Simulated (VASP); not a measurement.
HfN:

```xyz
2
Lattice="0.0000 2.2560 2.2560 2.2560 0.0000 2.2560 2.2560 2.2560 0.0000" Properties=species:S:1:pos:R:3 pbc="T T T"
Hf    0.0000    0.0000    0.0000
N     2.2560    2.2560    2.2560
```

Base run:

| Item | Value |
| --- | --- |
| Program | VASP 6.6.1 |
| Functional | rSCAN |
| Potentials or basis | VASP PAW PBE potentials, release 64 (Hf_pv, N) |
| Cutoff | 520 eV |
| k mesh | 10 × 10 × 10 |
| Occupations | fermi-dirac, width 0.05 eV |
| Spin | no spin polarisation |

Its results: pressure -1.0 GPa.

**Question.** The run is repeated on the same cell with these changes: functional from rSCAN to SCAN. What comes out?

**Answer.** Pressure -3.5 GPa.

Caveats: the PAW data sets were made with another functional, which shifts forces and pressure a little.

Not every run made on this cell is shown here.
